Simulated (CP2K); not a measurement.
Write the native input for CP2K 2026.2 that does the following.

```yaml
Task: band structure
Functional: TB-mBJ
Potentials_or_basis: POTENTIAL_UZH Ta GTH-PBE-q13, N GTH-PBE-q5; TZVP-MOLOPT-PBE-GTH basis
Density_cutoff: 9184 eV
k_mesh: 10 × 10 × 10
Occupations: fermi-dirac, width 0.01 eV
Spin: no spin polarisation
SCF_solver: diagonalisation with k points
Quickstep_method: GPW
EPS_DEFAULT: 1.0E-9
EPS_SCF: 1.0E-6
MAX_SCF: 100
SCF_GUESS: ATOMIC
k_points_reduced_by_the_point_group: yes
Mesh_centred_on_Gamma: yes
CHOLESKY: OFF
EPS_EIGVAL: 1.0E-7
MIXING_METHOD: BROYDEN_MIXING
MIXING_ALPHA: 0.4
NBUFFER: 8
NGRIDS: 4
Basis_sets: Ta TZVP-MOLOPT-PBE-GTH-q13, N TZVP-MOLOPT-PBE-GTH-q5
Potentials: Ta GTH-PBE-q13 of POTENTIAL_UZH, N GTH-PBE-q5 of POTENTIAL_UZH
ADDED_MOS: "[13]"
Points_a_segment_of_the_path_NPOINTS: 10
Bands_added_on_the_path: 6
REL_CUTOFF_Ry: 60 Ry
MIXING_BETA_1/bohr: 1.5 1/bohr
CUTOFF_of_the_grids: 675 Ry
```

TaN:

```
Ta N
1.0
     3.12728    0.00000    0.00000
     1.56364    2.70831    0.00000
     1.56364    0.90277    2.55342
Ta N
1 1
Direct
  0.50000 0.50000 0.50000
  0.00000 0.00000 0.00000
```

The cell comes from a database or a generator and needn't be the stable form of this composition.

The input as run:

tan_bands.inp

```
&GLOBAL
  PROJECT tan_bands
  RUN_TYPE ENERGY
  PRINT_LEVEL LOW
&END GLOBAL
&FORCE_EVAL
  METHOD QS
  &DFT
    BASIS_SET_FILE_NAME BASIS_MOLOPT_UZH
    POTENTIAL_FILE_NAME POTENTIAL_UZH
    &MGRID
      CUTOFF 675
      REL_CUTOFF 60
      NGRIDS 4
    &END MGRID
    &QS
      METHOD GPW
      EPS_DEFAULT 1.0E-9
    &END QS
    &KPOINTS
      SCHEME MONKHORST-PACK 10 10 10
      GAMMA_CENTERED T
      SYMMETRY T
      SYMMETRY_BACKEND SPGLIB
    &END KPOINTS
    &SCF
      SCF_GUESS ATOMIC
      EPS_SCF 1.0E-6
      MAX_SCF 100
      ADDED_MOS 13
      CHOLESKY OFF
      EPS_EIGVAL 1.0E-7
      &DIAGONALIZATION ON
        ALGORITHM STANDARD
      &END DIAGONALIZATION
      &MIXING ON
        METHOD BROYDEN_MIXING
        ALPHA 0.4
        BETA 1.5
        NBUFFER 8
      &END MIXING
      &SMEAR ON
        METHOD FERMI_DIRAC
        ELECTRONIC_TEMPERATURE 116.05
      &END SMEAR
    &END SCF
    &XC
      &XC_FUNCTIONAL
        &MGGA_X_TB09
        &END MGGA_X_TB09
        &LDA_C_PW
        &END LDA_C_PW
      &END XC_FUNCTIONAL
    &END XC
    &PRINT
      &KPOINTS ON
      &END KPOINTS
      &MULLIKEN ON
      &END MULLIKEN
      &MO ON
        ENERGIES T
        OCCUPATION_NUMBERS T
        &EACH
          QS_SCF 0
        &END EACH
        ADD_LAST NUMERIC
      &END MO
      &BAND_STRUCTURE
        FILE_NAME bands.bs
        ADDED_MOS 6
        &KPOINT_SET
          UNITS B_VECTOR
          NPOINTS 10
          SPECIAL_POINT GAMMA 0.00000000 0.00000000 0.00000000
          SPECIAL_POINT X 0.50000000 0.00000000 0.50000000
          SPECIAL_POINT W 0.50000000 0.25000000 0.75000000
          SPECIAL_POINT K 0.37500000 0.37500000 0.75000000
          SPECIAL_POINT GAMMA 0.00000000 0.00000000 0.00000000
          SPECIAL_POINT L 0.50000000 0.50000000 0.50000000
          SPECIAL_POINT U 0.62500000 0.25000000 0.62500000
          SPECIAL_POINT W 0.50000000 0.25000000 0.75000000
          SPECIAL_POINT L 0.50000000 0.50000000 0.50000000
          SPECIAL_POINT K 0.37500000 0.37500000 0.75000000
        &END KPOINT_SET
        &KPOINT_SET
          UNITS B_VECTOR
          NPOINTS 10
          SPECIAL_POINT U 0.62500000 0.25000000 0.62500000
          SPECIAL_POINT X 0.50000000 0.00000000 0.50000000
        &END KPOINT_SET
      &END BAND_STRUCTURE
    &END PRINT
  &END DFT
  &SUBSYS
    &CELL
      A 3.1272829774 0.0000000000 0.0000000000
      B 1.5636414887 2.7083065032 0.0000000000
      C 1.5636414887 0.9027688344 2.5534158586
      PERIODIC XYZ
    &END CELL
    &COORD
      Ta  3.1272829774 1.8055376688 1.2767079293
      N   0.0000000000 0.0000000000 0.0000000000
    &END COORD
    &KIND Ta
      BASIS_SET TZVP-MOLOPT-PBE-GTH-q13
      POTENTIAL GTH-PBE-q13
    &END KIND
    &KIND N
      BASIS_SET TZVP-MOLOPT-PBE-GTH-q5
      POTENTIAL GTH-PBE-q5
    &END KIND
    &PRINT
      &ATOMIC_COORDINATES ON
      &END ATOMIC_COORDINATES
      &CELL ON
      &END CELL
    &END PRINT
  &END SUBSYS
  &PRINT
    &FORCES ON
    &END FORCES
  &END PRINT
&END FORCE_EVAL
```

Potentials or basis: POTENTIAL_UZH Ta GTH-PBE-q13, N GTH-PBE-q5; TZVP-MOLOPT-PBE-GTH basis.

Run with:

```bash
$ OMP_NUM_THREADS=2 cp2k.psmp -i tan_bands.inp -o tan_bands.out
```

It gave:

```yaml
Band_gap_on_the_k_mesh: none (metal or under the smearing width)
Mulliken_charges: Ta +1.60; N -1.60 e
```

Caveat: Mulliken charges move with the basis; this is a model potential without an energy functional, so only levels have meaning; spin-orbit coupling is left out, which moves the levels of the heavy elements; the basis of atomic orbitals isn't converged, which shifts pressures, moduli and gaps.

It took 6.3 min on 2 threads of Arm Neoverse V1, with other jobs on the host, peak memory 0.36 GiB.
